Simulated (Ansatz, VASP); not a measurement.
Pb in VASP and in Ansatz

File INCAR:

```
SYSTEM = Pb
PREC = Accurate
ENCUT = 520
EDIFF = 1E-7
ISMEAR = -1
SIGMA = 0.1
LREAL = .False.
LASPH = .True.
NELM = 100
ALGO = Normal
ISIF = 2
LWAVE = .False.
LCHARG = .False.
GGA = PE
NBANDS = 13
```

Contents of KPOINTS:

```
regular mesh
0
Gamma
  13 13 12
  0 0 0
```

POSCAR

```
Pb
1.0
    3.1816731649      0.0000000000      0.0000000000
   -1.5908365825      2.7554097874      0.0000000000
    0.0000000000      0.0000000000      3.0208511722
Pb
1
Direct
    0.0000000000      0.0000000000      0.0000000000
```

Input for Ansatz:

```yaml
crystal:
  lattice:
    - [3.1816731649, 0.0, 0.0]
    - [-1.5908365825, 2.7554097874, 0.0]
    - [0.0, 0.0, 3.0208511722]
  atoms:
    - { symbol: Pb, position: [0.0, 0.0, 0.0] }
kpoints:
  mp_grid: { grid: [13, 13, 12] }
scf:
  occupations: { method: fermi_dirac, width: 0.1 }
hamiltonian:
  xc: pbe
  pseudopotentials: { kind: all_electron, lapw: { basis_error: 0.001 } }
output:
  forces: true
  stress: true
  eigenvalues: true
  populations: true
```

Change from the starting cell: volume scaled by 0.8, LAPW.

Alike in both runs: task single point; functional PBE; k mesh 13 × 13 × 12; occupations fermi-dirac, width 0.1 eV; no spin polarisation.

```csv
,VASP,Ansatz
version,VASP 6.6.1,Ansatz 0.2.0
potentials or method,"VASP PAW PBE potentials, release 64 (Pb_d)","all-electron LAPW, scalar-relativistic"
plane-wave cutoff (eV),520,see its input
```

VASP gave:

- pressure (GPa): 14.3

Problem. Which values does Ansatz return?

Solution. Pressure (GPa): 14.4.

Ansatz ran all-electron here, so the differences hold the error of VASP's frozen core and of both bases.

Spin-orbit coupling is left out, which matters for the levels of Pb.
